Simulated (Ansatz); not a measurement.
# GaN — 69Ga NMR of the central transition

Cell: a structure deposited in the COD whose atoms were relaxed with PBE, the cell held.

```
Ga N
1.0
     3.18000    0.00000    0.00000
    -1.59000    2.75396    0.00000
     0.00000    0.00000    5.16600
Ga N
2 2
Direct
  0.33333 0.66667 0.00394
  0.66667 0.33333 0.50394
  0.33333 0.66667 0.38106
  0.66667 0.33333 0.88106
```

Sites (sets of like atoms) are named by element and the number of their first atom in this list.

The numbers come from a DFT calculation in Ansatz (r2SCAN, plane waves and PAW, scalar-relativistic, 500 eV cutoff, Γ-centred 11×11×6 k-points, Fermi–Dirac smearing 0.02 eV).

69Ga has I = 3/2 and Q = 171.0 mb (Pyykkö 2018); at 35.2 T its Larmor frequency is ν₀ = 360.7 MHz. Only the quadrupole interaction is simulated: positions count from each site's isotropic chemical shift, and J coupling is left out, as are shift anisotropy and dipolar coupling, which fast spinning averages.

Q: Simulate the second-order pattern (fast magic-angle spinning, Gaussian broadening 0.01 kHz) of site Ga (4 N at 1.94–1.95 Å).

A: The calculation gives C_Q = 1.93 MHz and η = 0.00, so ν_Q = 0.966 MHz and the centre of gravity lies at -0.718 ppm (-0.259 kHz).

(offset (kHz), height): (-0.6749, 0), (-0.6591, 0), (-0.6432, 3), (-0.6274, 4), (-0.6115, 4), (-0.5957, 4), (-0.5798, 4), (-0.5640, 5), (-0.5481, 5), (-0.5323, 5), (-0.5164, 5), (-0.5005, 5), (-0.4847, 5), (-0.4688, 5), (-0.4530, 5), (-0.4371, 6), (-0.4213, 6), (-0.4054, 72), (-0.3896, 67), (-0.3737, 46), (-0.3579, 40), (-0.3420, 35), (-0.3262, 34), (-0.3103, 32), (-0.2945, 32), (-0.2786, 31), (-0.2627, 31), (-0.2469, 31), (-0.2310, 32), (-0.2152, 33), (-0.1993, 34), (-0.1835, 35), (-0.1676, 38), (-0.1518, 42), (-0.1359, 48), (-0.1201, 59), (-0.1042, 100), (-0.0884, 66), (-0.0725, 0), (-0.0567, 0)

An axis of threefold or higher order runs through Ga, so V_zz lies along it and η is zero.

The run took 13 s of wall time (12 s of CPU time) and 0.53 GiB at its peak, on 1 thread of Intel Xeon Platinum 8488C (Sapphire Rapids) (x86_64; 16 cores open to the job, memory cap 3.0 GiB, no GPU), a shared host with a load of 0.4 a core.
